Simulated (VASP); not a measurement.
Runs of VASP 6.6.1 on Te2Mo. Symmetry: Fm-3m, No. 225, cubic system. Conventional cell: a = 6.630 Å, b = 6.630 Å, c = 6.630 Å, α = 90.00°, β = 90.00°, γ = 90.00°. Around Mo (site symmetry m-3m) lie 8 Te at 2.87 Å. Around Te (site symmetry -43m) lie 4 Mo at 2.87 Å. The cell was built by a generator and needn't be a form met in nature.

| task | level | cell | cutoff (eV) | gap on the mesh (eV) | pressure (GPa) |
| --- | --- | --- | --- | --- | --- |
| single point | PBE | Fm-3m, 24.28 Å³/atom | 520 | none | (a) |
| single point | PBE | Fm-3m, 24.46 Å³/atom | 520 | none | -0.1 |
| single point | r2SCAN | Fm-3m, 24.28 Å³/atom | 520 | none | 0.0 |
| relaxation of cell and atoms | PBE | relaxed | 600 | none | 0.0 |

Alike in all rows: potentials or basis VASP PAW PBE potentials, release 64 (Mo_sv, Te); no spin polarisation; k mesh 6 × 6 × 6; smearing fermi-dirac 0.02 eV.

Problem. Fill in the values left out.

Solution. (a) 0.7.

Caveats: the PAW data sets were made with another functional, which shifts forces and pressure a little (some runs); the volume moved by over 15 % at a fixed basis, so the end points are rough (some runs).

A k mesh can miss the band edges, and the runs leave out spin-orbit coupling on Mo, Te.

A gap of «none» marks a metal or a gap under the smearing width.
